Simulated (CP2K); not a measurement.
HfO2:

```
CELL_PARAMETERS angstrom
3.55802 0.00000 0.00000
0.00000 3.55802 0.00000
0.00000 0.00000 5.17186
ATOMIC_POSITIONS crystal
Hf 0.00000 0.00000 0.00000
Hf 0.50000 0.50000 0.50000
O 0.00000 0.50000 0.19721
O 0.50000 0.00000 0.30279
O 0.50000 0.00000 0.80279
O 0.00000 0.50000 0.69721
```

Measurements of this composition are mostly on another form, of space group No. 14.

Base run:

| Quantity | Value |
| --- | --- |
| Program | CP2K 2026.2 |
| Functional | PBE |
| Potentials or basis | POTENTIAL_UZH Hf GTH-PBE-q12, O GTH-PBE-q6; DZVP-MOLOPT-PBE-GTH basis |
| Density cutoff | 11565 eV |
| k mesh | 8 × 8 × 5 |
| Occupations | fermi-dirac, width 0.05 eV |
| Spin | no spin polarisation |

Its results: band gap on the k mesh 4.86 eV, indirect (least direct gap 4.94 eV); pressure 3.9 GPa; largest force 0.011 eV/Å.

The run is repeated on the same cell with these changes: functional from PBE to rev-vdW-DF2. What comes out?

Band gap on the k mesh 4.84 eV, indirect (least direct gap 4.92 eV); pressure 1.4 GPa; largest force 0.046 eV/Å.

Caveats: spin-orbit coupling is left out, which moves the levels of the heavy elements; the basis of atomic orbitals isn't converged, which shifts pressures, moduli and gaps; the potentials were made for another functional, which shifts forces and pressure (some runs).

Not every run made on this cell is shown here.
